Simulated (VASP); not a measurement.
## HfO2: relaxation of cell and atoms with LDA

HfO2:

```xyz
12
Lattice="5.2936 0.0000 0.0000 0.0000 5.0690 0.0000 0.0000 0.0000 5.1012" Properties=species:S:1:pos:R:3 pbc="T T T"
Hf    0.1726    1.3499    1.2243
Hf    2.4742    1.3499    3.7749
Hf    2.8194    3.7191    1.2243
Hf    5.1210    3.7191    3.7749
O     1.9343    0.3427    1.9546
O     0.7125    0.3427    4.5051
O     3.8603    2.3459    2.4988
O     4.0802    2.3459    5.0493
O     1.4334    2.7231    5.0493
O     1.2134    2.7231    2.4988
O     4.5811    4.7263    1.9546
O     3.3593    4.7263    4.5051
```

Measurements of this composition are mostly on another form, of space group No. 14.

```json
{
 "Program": "VASP 6.6.1",
 "Task": "relaxation of cell and atoms",
 "Functional": "LDA",
 "Potentials or basis": "VASP PAW LDA potentials, release 64 (Hf_pv, O)",
 "Cutoff": "600 eV",
 "k mesh": "4 × 4 × 4",
 "Occupations": "fermi-dirac, width 0.05 eV",
 "Spin": "no spin polarisation",
 "Further INCAR settings": "ALGO = Fast; EDIFF = 1e-07; IBRION = 2; EDIFFG = -0.01; NSW = 40; ISIF = 3"
}
```

```
Relaxed volume                         : 10.62 Å³/atom
Relaxed cell                           : a = 5.160 Å, b = 4.959 Å, c = 4.979 Å, α = 90.00°, β = 90.00°, γ = 90.00°
Space group after relaxing (to 0.05 Å) : Pca2_1 (No. 29)
Energy gained by relaxing              : 41.3 meV/atom
Ionic steps                            : 26
Pressure after relaxing                : 0.0 GPa
Largest force after relaxing           : 0.007 eV/Å
Band gap on the k mesh                 : 4.36 eV, indirect (least direct gap 4.54 eV)
```

Forces on the atoms (eV/Å):
```
Hf   0.001  0.004 -0.004
Hf  -0.001  0.004 -0.004
Hf   0.001 -0.004 -0.004
Hf  -0.001 -0.004 -0.004
O    0.007 -0.001  0.000
O   -0.007 -0.001  0.000
O   -0.002  0.000  0.004
O    0.002  0.000  0.004
O    0.002  0.000  0.004
O   -0.002  0.000  0.004
O    0.007  0.001  0.000
O   -0.007  0.001  0.000
```

Stress tensor (GPa, compression positive):
```
 0.05  0.00  0.00
 0.00  0.02  0.00
 0.00  0.00 -0.08
```

The path:
```tsv
step	energy change (eV)	largest force (eV/Å)	pressure (GPa)	volume (Å³)
1	0.0000	0.1640	-16.27	136.88
2	0.9327	0.8214	37.90	115.19
3	-0.4726	0.2173	-0.63	128.40
4	-0.4731	0.2251	-0.10	128.16
5	-0.4730	0.2309	0.27	127.99
6	-0.4793	0.2248	0.32	127.78
7	-0.4796	0.1681	0.30	127.82
8	-0.4862	0.0966	-0.46	128.03
9	-0.4876	0.0549	-0.98	128.18
10	-0.4897	0.1110	0.54	127.42
11	-0.4901	0.0751	0.09	127.64
12	-0.4912	0.0436	0.17	127.57
13	-0.4915	0.0767	0.26	127.50
14	-0.4923	0.0587	0.07	127.58
15	-0.4929	0.0409	-0.25	127.70
16	-0.4930	0.0397	-0.35	127.74
17	-0.4937	0.0360	-0.04	127.58
18	-0.4938	0.0672	0.23	127.45
19	-0.4945	0.0424	0.19	127.44
20	-0.4949	0.0398	0.14	127.41
21	-0.4953	0.0269	-0.08	127.50
22	-0.4954	0.0168	-0.34	127.60
23	-0.4956	0.0135	-0.25	127.55
24	-0.4957	0.0206	-0.10	127.48
25	-0.4957	0.0230	-0.07	127.46
26	-0.4958	0.0071	0.00	127.43
```

Final structure:
```cif
data_structure
_symmetry_space_group_name_H-M 'P 1'
_symmetry_Int_Tables_number 1
_cell_length_a 5.1601
_cell_length_b 4.9595
_cell_length_c 4.9794
_cell_angle_alpha 90.000
_cell_angle_beta 90.000
_cell_angle_gamma 90.000
_cell_volume 127.43
loop_
_atom_site_label
_atom_site_type_symbol
_atom_site_fract_x
_atom_site_fract_y
_atom_site_fract_z
_atom_site_occupancy
Hf1 Hf 0.03313 0.26827 0.24295 1
Hf2 Hf 0.46687 0.26827 0.74295 1
Hf3 Hf 0.53313 0.73172 0.24295 1
Hf4 Hf 0.96687 0.73172 0.74295 1
O1 O 0.36851 0.07308 0.37903 1
O2 O 0.13149 0.07308 0.87903 1
O3 O 0.73628 0.45838 0.49102 1
O4 O 0.76372 0.45838 0.99102 1
O5 O 0.26372 0.54162 0.99102 1
O6 O 0.23628 0.54162 0.49102 1
O7 O 0.86851 0.92692 0.37903 1
O8 O 0.63149 0.92692 0.87903 1
```

Levels at points of the mesh, in eV from the valence-band top:
| k point | band 42 | band 43 | band 44 | band 45 | band 46 | band 47 |
| --- | --- | --- | --- | --- | --- | --- |
| (0.00, 0.00, 0.00) | -0.21 | -0.08 | 0.00 | 4.87 | 5.14 | 5.25 |
| (0.50, 0.00, 0.00) | -0.70 | -0.43 | -0.43 | 5.14 | 5.14 | 5.62 |
| (0.00, 0.50, 0.00) | -0.41 | -0.20 | -0.11 | 4.44 | 4.82 | 4.91 |
| (0.50, 0.50, 0.00) | -0.68 | -0.49 | -0.49 | 4.62 | 4.62 | 5.11 |
| (0.00, 0.00, 0.50) | -0.35 | -0.28 | -0.28 | 4.56 | 4.56 | 5.27 |
| (0.50, 0.00, 0.50) | -0.72 | -0.72 | -0.72 | 5.14 | 5.14 | 5.14 |
| (0.00, 0.50, 0.50) | -1.05 | -0.39 | -0.39 | 4.47 | 4.47 | 4.85 |
| (0.50, 0.50, 0.50) | -0.88 | -0.88 | -0.88 | 4.59 | 4.59 | 4.59 |

It took 6.8 min on 8 MPI ranks on AMD EPYC 9R45 96-Core Processor (Zen 5) (shared host), peak memory 0.37 GiB a rank.

Caveat: spin-orbit coupling is left out, which moves the levels of the heavy elements. A k mesh can miss the band edges.
